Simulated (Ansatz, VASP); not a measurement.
# Al in VASP and in Ansatz

The input INCAR:

```
SYSTEM = Al
PREC = Accurate ; ENCUT = 520
EDIFF = 1E-6 ; ISMEAR = -1
SIGMA = 0.1 ; LREAL = .False.
LASPH = .True. ; NELM = 80
ALGO = Normal ; ISIF = 2
LWAVE = .False. ; LCHARG = .False.
GGA = PE ; NBANDS = 8
```

Contents of KPOINTS:

```
regular mesh
0
Gamma
  19 19 19
  0 0 0
```

POSCAR

```
Al
1.0
    0.0000000000      2.0199630948      2.0199630948
    2.0199630948      0.0000000000      2.0199630948
    2.0199630948      2.0199630948      0.0000000000
Al
1
Direct
    0.0000000000      0.0000000000      0.0000000000
```

Input for Ansatz:

```yaml
crystal:
  lattice:
    - [0.0, 2.0199630948, 2.0199630948]
    - [2.0199630948, 0.0, 2.0199630948]
    - [2.0199630948, 2.0199630948, 0.0]
  atoms:
    - { symbol: Al, position: [0.0, 0.0, 0.0] }
hamiltonian:
  xc: pbe
  pseudopotentials:
    kind: paw
    azcp:
      Al: "pseudopotentials/Al.paw.azcp"
basis:
  ecutwfc: 420
  fft_grid_basis: typed
kpoints:
  mp_grid: { grid: [19, 19, 19], shift: [0, 0, 0] }
magnetization:
  spin_polarized: false
scf:
  occupations: { method: fermi_dirac, width: 0.1 }
  lower_state_search: "off"
output:
  stress: true
```

Alike in both runs: task single point; functional PBE; k mesh 19 × 19 × 19; occupations fermi-dirac, width 0.1 eV; no spin polarisation.

```csv
,VASP,Ansatz
version,VASP 6.6.1,Ansatz 0.2.0
potentials or method,"VASP PAW PBE potentials, release 64 (Al)","plane waves (420 eV) with PAW, scalar-relativistic"
plane-wave cutoff (eV),520,420
valence electrons in the cell,3,3
```

VASP gave:

```
pressure (GPa) : 0.0
```

**Question.** Which values does Ansatz return?

**Answer.** Pressure (GPa): 0.1.

With one functional, cell and mesh, what is left measures potentials, basis and numerics.
